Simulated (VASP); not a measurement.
Write the native input for VASP 6.6.1 that does the following.

* Task: band structure
* Functional: TB-mBJ
* Potentials or basis: VASP PAW PBE potentials, release 64 (Si, C)
* Cutoff: 520 eV
* k mesh: 10 × 10 × 10
* Occupations: gaussian, width 0.02 eV
* Spin: no spin polarisation
* Further INCAR settings: ALGO = Normal; EDIFF = 1e-07; NBANDS = 11

Crystal: SiC.

```
Si C
1.0
     0.00000    2.17911    2.17911
     2.17911    0.00000    2.17911
     2.17911    2.17911    0.00000
Si C
1 1
Direct
  0.75000 0.75000 0.75000
  0.00000 0.00000 0.00000
```

The cell is a database's computed one.

These files were run (other wordings do the same):

POSCAR

```
SiC
1.0
    0.0000000000      2.1791100000      2.1791100000
    2.1791100000      0.0000000000      2.1791100000
    2.1791100000      2.1791100000      0.0000000000
Si C
1 1
Direct
    0.7500000000      0.7500000000      0.7500000000
    0.0000000000      0.0000000000      0.0000000000
```

INCAR.step1

```
PREC = Accurate
ENCUT = 520
EDIFF = 1E-5
ISMEAR = 0
SIGMA = 0.02
LREAL = False
LASPH = True
NELM = 80
ALGO = Normal
ISIF = 2
LWAVE = True
LCHARG = False
NBANDS = 11
GGA = PE
```

INCAR.step2

```
PREC = Accurate
ENCUT = 520
EDIFF = 1E-7
ISMEAR = 0
SIGMA = 0.02
LREAL = False
LASPH = True
NELM = 80
ALGO = Normal
ISIF = 2
LWAVE = False
LCHARG = False
METAGGA = MBJ
NBANDS = 11
ISTART = 1
```

KPOINTS

```
Automatic mesh
0
Gamma
  10 10 10
```

KPOINTS_OPT

```
path GXWKGLUWLK,UX
15
line-mode
reciprocal
 0.0000000000  0.0000000000  0.0000000000  G
 0.5000000000  0.0000000000  0.5000000000  X

 0.5000000000  0.0000000000  0.5000000000  X
 0.5000000000  0.2500000000  0.7500000000  W

 0.5000000000  0.2500000000  0.7500000000  W
 0.3750000000  0.3750000000  0.7500000000  K

 0.3750000000  0.3750000000  0.7500000000  K
 0.0000000000  0.0000000000  0.0000000000  G

 0.0000000000  0.0000000000  0.0000000000  G
 0.5000000000  0.5000000000  0.5000000000  L

 0.5000000000  0.5000000000  0.5000000000  L
 0.6250000000  0.2500000000  0.6250000000  U

 0.6250000000  0.2500000000  0.6250000000  U
 0.5000000000  0.2500000000  0.7500000000  W

 0.5000000000  0.2500000000  0.7500000000  W
 0.5000000000  0.5000000000  0.5000000000  L

 0.5000000000  0.5000000000  0.5000000000  L
 0.3750000000  0.3750000000  0.7500000000  K

 0.6250000000  0.2500000000  0.6250000000  U
 0.5000000000  0.0000000000  0.5000000000  X
```

Potentials or basis: VASP PAW PBE potentials, release 64 (Si, C).

Run with:

```console
$ cat potpaw_PBE.64/Si/POTCAR potpaw_PBE.64/C/POTCAR > POTCAR
$ cp INCAR.step1 INCAR
$ mpirun -np 1 vasp_std > vasp.out
$ cp INCAR.step2 INCAR
$ mpirun -np 1 vasp_std > vasp.out
```

Results of the run:

The band gap on the k mesh is 2.34 eV, indirect (least direct gap 5.53 eV). The band gap along the path is 2.34 eV, indirect (least direct gap 5.53 eV).

It took 21 s on 1 thread of Intel(R) Xeon(R) 6975P-C (Granite Rapids), with other jobs on the host, peak memory 0.14 GiB.
